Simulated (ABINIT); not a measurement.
# WS2 (Tungstenite) (P6_3/mmc) in ABINIT: relaxation of cell and atoms with LDA

Aim: the relaxation of cell and atoms of WS2 (Tungstenite) with LDA.

Program: ABINIT 10.8.3 (patched build). These are calculated values, not measurements. Logs are shortened: lines on timing, memory, paths and dates and some standing lists are left out, and cuts for length are marked. The log counts tension as positive stress, the text compression.

### Step 1. Starting point

It takes space group P6_3/mmc (No. 194, hexagonal). Conventional cell: a = 3.180 Å, b = 3.180 Å, c = 12.500 Å, α = 90.00°, β = 90.00°, γ = 120.00°. W (site symmetry -6m2) is surrounded by 6 S at 2.41 Å. S (site symmetry 3m) is surrounded by 3 W at 2.41 Å.

### Step 2. Relaxation of cell and atoms, LDA

File run.abi:

```
# Pseudopotentials
pp_dirpath "./"
pseudos "W.LDA_PW-JTH.xml, S.LDA_PW-JTH.xml"

# Structure
acell 3*1.0 Angstrom
rprim
     3.1800000000     0.0000000000     0.0000000000
    -1.5900000000     2.7539607840     0.0000000000
     0.0000000000     0.0000000000    12.5000000000
ntypat 2
znucl 74 16
natom 6
typat 1 1 2 2 2 2
xred
     0.6666666667     0.3333333333     0.7500000000
     0.3333333333     0.6666666667     0.2500000000
     0.6666666667     0.3333333333     0.3750000000
     0.3333333333     0.6666666667     0.8750000000
     0.6666666667     0.3333333333     0.1250000000
     0.3333333333     0.6666666667     0.6250000000
chkprim 0
chksymtnons 0
tolsym 1.0e-6

# Plane-wave basis
ecut 544.227725 eV
pawecutdg 40.0
pawovlp -1

# k points
kptopt 1
ngkpt 8 8 3
nshiftk 1
shiftk 0.0 0.0 0.0

# Exchange and correlation
ixc 7

# Bands and occupations
nband 32
occopt 3
tsmear 0.05 eV

# SCF cycle
nstep 100
tolvrs 1.0e-9

# Output
iomode 3
prtwf 0
prtden 0
prteig 0
prtebands 0
enunit 2

# Relaxation
ionmov 2
ntime 60
tolmxf 0.0005
optcell 2
dilatmx 1.08
ecutsm 0.5
```

Potentials or basis: JTH PAW LDA v2.0.

The run is started by

```bash
$ abinit run.abi > log 2>&1
```

run.abo:

```text
.Version 10.8.3 of ABINIT
 Symmetries : space group P6_3/m m c (#194); Bravais hP (primitive hexag.)
================================================================================
 Values of the parameters that define the memory need of the present run
     intxc =       0    ionmov =       2      iscf =      17    lmnmax =      18
     lnmax =       6     mgfft =     108  mpssoang =       3    mqgrid =    7264
     natom =       6  nloc_mem =       2    nspden =       1   nspinor =       1
    nsppol =       1      nsym =      24    n1xccc =       1    ntypat =       2
    occopt =       3   xclevel =       1
       mpw =        4030          nfft =       97200          nkpt =          20
 PAW method is used; the additional fine FFT grid is defined by:
   mgfftf=       150    nfftf =    240000
================================================================================
================================================================================

--------------------------------------------------------------------------------
------------- Echo of variables that govern the present computation ------------
--------------------------------------------------------------------------------
 -outvars: echo values of preprocessed input variables --------
            acell      1.8897261259E+00  1.8897261259E+00  1.8897261259E+00 Bohr
              amu      1.83850000E+02  3.20660000E+01
          chkprim           0
      chksymtnons           0
          dilatmx      1.08000000E+00
             ecut      2.00000000E+01 Hartree
           ecutsm      5.00000000E-01 Hartree
           enunit           2
           ionmov           2
              ixc           7
         kptrlatt        8    0    0      0    8    0      0    0    3
          kptrlen      4.80746326E+01
            natom           6
            nband          32
            ngfft          30      30     108
          ngfftdg          40      40     150
             nkpt          20
            nstep         100
             nsym          24
            ntime          60
           ntypat           2
           occopt           3
          optcell           2
        pawecutdg      4.00000000E+01 Hartree
          pawovlp     -1.0000000000E+00
           prtden           0
        prtebands           0
           prteig           0
            prtwf           0
            rprim      3.1800000000E+00  0.0000000000E+00  0.0000000000E+00
                      -1.5900000000E+00  2.7539607840E+00  0.0000000000E+00
                       0.0000000000E+00  0.0000000000E+00  1.2500000000E+01
          spgroup         194
           tolmxf      5.00000000E-04
           tolsym      1.00000000E-06
           tolvrs      1.00000000E-09
           tsmear      1.83746611E-03 Hartree
            typat      1  1  2  2  2  2
           useylm           1
           xangst      1.5900000000E+00  9.1798692800E-01  9.3750000000E+00
                      -9.8556889734E-17  1.8359738560E+00  3.1250000000E+00
                       1.5900000000E+00  9.1798692800E-01  4.6875000000E+00
                      -9.8556889734E-17  1.8359738560E+00  1.0937500000E+01
                       1.5900000000E+00  9.1798692800E-01  1.5625000000E+00
                      -9.8556889734E-17  1.8359738560E+00  7.8125000000E+00
            xcart      3.0046645402E+00  1.7347438811E+00  1.7716182430E+01
                      -1.8624552942E-16  3.4694877622E+00  5.9053941435E+00
                       3.0046645402E+00  1.7347438811E+00  8.8580912152E+00
                      -1.8624552942E-16  3.4694877622E+00  2.0668879502E+01
                       3.0046645402E+00  1.7347438811E+00  2.9526970717E+00
                      -1.8624552942E-16  3.4694877622E+00  1.4763485359E+01
             xred      6.6666666667E-01  3.3333333333E-01  7.5000000000E-01
                       3.3333333333E-01  6.6666666667E-01  2.5000000000E-01
                       6.6666666667E-01  3.3333333333E-01  3.7500000000E-01
                       3.3333333333E-01  6.6666666667E-01  8.7500000000E-01
                       6.6666666667E-01  3.3333333333E-01  1.2500000000E-01
                       3.3333333333E-01  6.6666666667E-01  6.2500000000E-01
            znucl       74.00000   16.00000

================================================================================

 chkinp: Checking input parameters for consistency.

================================================================================
[... 1484 lines left out ...]
    4      0.00000000000000     1.80624874170384    10.68459933500522
    5      1.56425729588880     0.90312437085192     1.47947231814200
    6      0.00000000000000     1.80624874170384     7.56150814471560

 cartesian forces (hartree/bohr) at end:
    1      0.00000000000000     0.00000000000000     0.00000000000000
    2     -0.00000000000000    -0.00000000000000     0.00000000000000
    3     -0.00000000000000    -0.00000000000000    -0.00012428165572
    4      0.00000000000000     0.00000000000000    -0.00012428165572
    5     -0.00000000000000    -0.00000000000000     0.00012428165572
    6     -0.00000000000000     0.00000000000000     0.00012428165572
 frms,max,avg= 5.8586934E-05 1.2428166E-04   0.000E+00  0.000E+00  0.000E+00 h/b

 cartesian forces (eV/Angstrom) at end:
    1      0.00000000000000     0.00000000000000     0.00000000000000
    2     -0.00000000000000    -0.00000000000000     0.00000000000000
    3     -0.00000000000000    -0.00000000000000    -0.00639081969106
    4      0.00000000000000     0.00000000000000    -0.00639081969106
    5     -0.00000000000000    -0.00000000000000     0.00639081969106
    6     -0.00000000000000     0.00000000000000     0.00639081969106
 frms,max,avg= 3.0126613E-03 6.3908197E-03   0.000E+00  0.000E+00  0.000E+00 e/A
 length scales=  5.912035759366  5.912035759310 22.986764000367 bohr
              =  3.128514591778  3.128514591748 12.164071653147 angstroms
 Fermi (or HOMO) energy (hartree) =   0.30255   Average Vxc (hartree)=  -0.42127
 Eigenvalues (hartree) for nkpt=  20  k points:
 kpt#   1, nband= 32, wtk=  0.00521, kpt=  0.0000  0.0000  0.0000 (reduced coord)
  -2.45516   -2.45516   -1.14239   -1.14239   -1.13459   -1.13459   -1.13459   -1.13459
  -0.29447   -0.28470   -0.23541   -0.21650   -0.00323    0.04029    0.13750    0.15473
   0.15473    0.15528    0.15528    0.20186    0.20186    0.20409    0.20409    0.23327
   0.23520    0.28637    0.37130    0.37130    0.37167    0.37167    0.37405    0.37405
      occupation numbers for kpt#   1
   2.00000    2.00000    2.00000    2.00000    2.00000    2.00000    2.00000    2.00000
   2.00000    2.00000    2.00000    2.00000    2.00000    2.00000    2.00000    2.00000
   2.00000    2.00000    2.00000    2.00000    2.00000    2.00000    2.00000    2.00000
   2.00000    1.99970    0.00000    0.00000    0.00000    0.00000    0.00000    0.00000
 prteigrs : prtvol=0 or 1, do not print more k-points.

 Fermi (or HOMO) energy (eV) =   8.23267   Average Vxc (eV)= -11.46335
 Eigenvalues (   eV  ) for nkpt=  20  k points:
 kpt#   1, nband= 32, wtk=  0.00521, kpt=  0.0000  0.0000  0.0000 (reduced coord)
 -66.80841  -66.80841  -31.08597  -31.08590  -30.87374  -30.87374  -30.87373  -30.87373
  -8.01297   -7.74704   -6.40593   -5.89136   -0.08796    1.09641    3.74149    4.21042
   4.21042    4.22544    4.22544    5.49288    5.49288    5.55359    5.55359    6.34773
   6.40003    7.79253   10.10354   10.10354   10.11375   10.11375   10.17832   10.17832
 prteigrs : prtvol=0 or 1, do not print more k-points.

--- !EnergyTerms
iteration_state     : {dtset: 1, itime: 11, icycle: 1, }
comment             : Components of total free energy in Hartree
kinetic             :  3.17580273005659E+01
hartree             :  5.44506168764258E+01
xc                  : -3.00696031676440E+01
Ewald energy        : -1.22320394684841E+02
psp_core            :  7.76198981108527E+00
local_psp           : -1.36867519116535E+02
PAW spherical_terms :  1.49393535560586E+01
internal            : -1.80347529424884E+02
'-kT*entropy'       : -7.24839607286416E-08
total_energy        : -1.80347529497368E+02
total_energy_eV     : -4.90750628366134E+03
...

--- !EnergyTermsDC
iteration_state     : {dtset: 1, itime: 11, icycle: 1, }
comment             : '"Double-counting" decomposition of free energy'
band_energy         : -2.13509137457063E+01
Ewald energy        : -1.22320394684841E+02
psp_core            :  7.76198981108527E+00
xc_dc               : -6.06117222054972E+01
PAW spherical_terms :  1.61735100112335E+01
internal            : -1.80347530813726E+02
'-kT*entropy'       : -7.24839607286416E-08
total_energy_dc     : -1.80347530886210E+02
total_energy_dc_eV  : -4.90750632145364E+03
...

--- !EnergyTermsWithPAWCore
iteration_state     : {dtset: 1, itime: 11, icycle: 1, }
comment             : 'Components of total free energy, including PAW core contributions'
Total energy        : -3.38593364805304E+04
Total energy DC     : -3.38593364819193E+04
Total energy (eV)   : -9.21359483004349E+05
Total energy DC (eV): -9.21359483042141E+05
...

 rms coord change=  1.5903E-03   atom, delta coord (reduced):
     1       -0.000000000000      0.000000000000      0.000000000000
     2        0.000000000000     -0.000000000000      0.000000000000
     3       -0.000000000000      0.000000000000      0.003373593947
     4        0.000000000000     -0.000000000000      0.003373593947
     5       -0.000000000000      0.000000000000     -0.003373593947
     6        0.000000000000     -0.000000000000     -0.003373593947

 Cartesian components of stress tensor (hartree/bohr^3)
  sigma(1 1)=  8.42219542E-07  sigma(3 2)=  0.00000000E+00
  sigma(2 2)=  8.42219821E-07  sigma(3 1)=  0.00000000E+00
  sigma(3 3)=  1.50332860E-06  sigma(2 1)=  0.00000000E+00

-Cartesian components of stress tensor (GPa)         [Pressure= -3.1262E-02 GPa]
- sigma(1 1)=  2.47789544E-02  sigma(3 2)=  0.00000000E+00
- sigma(2 2)=  2.47789626E-02  sigma(3 1)=  0.00000000E+00
- sigma(3 3)=  4.42294545E-02  sigma(2 1)=  0.00000000E+00

== END DATASET(S) ==============================================================
================================================================================

 -outvars: echo values of variables after computation  --------
            acell      5.9120357594E+00  5.9120357593E+00  2.2986764000E+01 Bohr
           etotal     -1.8034753089E+02
            fcart      1.6699886277E-28  5.1714486039E-28  4.5175090517E-21
                      -1.5181714798E-29 -4.2949318914E-28  4.5175090526E-21
                      -6.0726859190E-29 -3.5060668501E-29 -1.2428165572E-04
                       3.0363429595E-29  1.7530334251E-29 -1.2428165572E-04
                      -1.0627200358E-28 -1.6653817538E-28  1.2428165572E-04
                      -1.5181714798E-29  9.6416838378E-29  1.2428165572E-04
            rprim      1.0000000000E+00  0.0000000000E+00  0.0000000000E+00
                      -5.0000000000E-01  8.6602540378E-01  0.0000000000E+00
                       0.0000000000E+00  0.0000000000E+00  1.0000000000E+00
           strten      8.4221954173E-07  8.4221982137E-07  1.5033286015E-06
                       0.0000000000E+00  0.0000000000E+00  0.0000000000E+00
           xangst      1.5642572959E+00  9.0312437085E-01  9.1230537399E+00
                       2.2144766266E-16  1.8062487417E+00  3.0410179133E+00
                       1.5642572959E+00  9.0312437085E-01  4.6025635084E+00
                       2.2144766266E-16  1.8062487417E+00  1.0684599335E+01
                       1.5642572959E+00  9.0312437085E-01  1.4794723181E+00
                       2.2144766266E-16  1.8062487417E+00  7.5615081447E+00
             xred      6.6666666667E-01  3.3333333333E-01  7.5000000000E-01
                       3.3333333333E-01  6.6666666667E-01  2.5000000000E-01
                       6.6666666667E-01  3.3333333333E-01  3.7837359395E-01
                       3.3333333333E-01  6.6666666667E-01  8.7837359395E-01
                       6.6666666667E-01  3.3333333333E-01  1.2162640605E-01
                       3.3333333333E-01  6.6666666667E-01  6.2162640605E-01
 Calculation completed.
```

Wall time 19 min (1 thread of Arm Neoverse V2, shared host); peak memory 0.2 GiB.

Results:

```
Free energy                                           : -4907.5063 eV
Relaxed volume                                        : 17.18 Å³/atom
Relaxed cell                                          : a = 3.129 Å, b = 3.129 Å, c = 12.164 Å, α = 90.00°, β = 90.00°, γ = 120.00°
Space group after relaxing (to 0.05 Å)                : P6_3/mmc (No. 194)
Energy gained by relaxing                             : 13.6 meV/atom
Ionic steps                                           : 11
Pressure after relaxing                               : 0.0 GPa
Largest force after relaxing                          : 0.006 eV/Å
Band gap on the k mesh                                : 1.00 eV, indirect (least direct gap 2.31 eV)
Valence electrons inside the program's atomic spheres : W 11.84; S 3.63
```

Forces in eV/Å, atoms in the order of the input:
```
W    0.000  0.000  0.000
W    0.000  0.000  0.000
S    0.000  0.000 -0.006
S    0.000  0.000 -0.006
S    0.000  0.000  0.006
S    0.000  0.000  0.006
```

The path:
| step | energy change (eV) | largest force (eV/Å) | pressure (GPa) | volume (Å³) |
| --- | --- | --- | --- | --- |
| 1 | 0.0000 | 0.3578 | -5.54 | 109.47 |
| 2 | -0.0509 | 0.0068 | -2.51 | 107.63 |
| 3 | -0.0668 | 0.2225 | -0.03 | 106.06 |
| 4 | -0.0700 | 0.1941 | 0.16 | 105.77 |
| 5 | -0.0735 | 0.0647 | 0.01 | 105.40 |
| 6 | -0.0739 | 0.0463 | -0.09 | 105.38 |
| 7 | -0.0758 | 0.0340 | -0.53 | 105.10 |
| 8 | -0.0781 | 0.0930 | -0.77 | 104.52 |
| 9 | -0.0805 | 0.0922 | -0.63 | 103.71 |
| 10 | -0.0816 | 0.0364 | -0.22 | 103.17 |
| 11 | -0.0818 | 0.0064 | -0.03 | 103.11 |

Final structure:
```
W S
1.0
     3.12851    0.00000    0.00000
    -1.56426    2.70937    0.00000
     0.00000    0.00000   12.16407
W S
2 4
Direct
  0.66667 0.33333 0.75000
  0.33333 0.66667 0.25000
  0.66667 0.33333 0.37837
  0.33333 0.66667 0.87837
  0.66667 0.33333 0.12163
  0.33333 0.66667 0.62163
```

Levels at points of the mesh, in eV from the valence-band top:
| k point | band 23 | band 24 | band 25 | band 26 | band 27 | band 28 | band 29 | band 30 |
| --- | --- | --- | --- | --- | --- | --- | --- | --- |
| (0.00, 0.00, 0.00) | -2.24 | -1.44 | -1.39 | 0.00 | 2.31 | 2.31 | 2.32 | 2.32 |
| (0.50, 0.00, 0.00) | -1.98 | -1.78 | -1.74 | -1.59 | 2.32 | 2.37 | 2.54 | 2.93 |

Caveat: spin-orbit coupling is left out, which moves the levels of the heavy elements; an odd mesh through Γ misses points on the zone boundary, where band edges often lie. Zero-point motion and thermal expansion aren't in these numbers.
